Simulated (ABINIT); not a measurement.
# Bi in ABINIT: the effect of functional

The system is Bi.

```
Bi
1.0
    -1.98143    1.98143    1.98143
     1.98143   -1.98143    1.98143
     1.98143    1.98143   -1.98143
Bi
1
Direct
  0.00000 0.00000 0.00000
```

This isn't the form of Bi at room conditions, which is rhombohedral.

Alike in all runs:

- Program: ABINIT 10.8.3 (patched build)
- Task: band structure
- Potentials or basis: JTH PAW PBE v2.0
- Cutoff: 707 eV
- k mesh: 9 × 9 × 9
- Occupations: fermi-dirac, width 0.05 eV
- Spin: no spin polarisation

| functional | pressure (GPa) |
| --- | --- |
| LDA | ? |
| PBEsol | -2.5 |
| BLYP | 4.5 |
| AM05 | -2.4 |
| r2SCAN | -0.4 |
| SCAN | -1.8 |

Problem. What does the run with functional LDA give?

Solution. Pressure -3.8 GPa.

Caveats: the PAW data sets were made with another functional, which shifts forces and pressure a little.
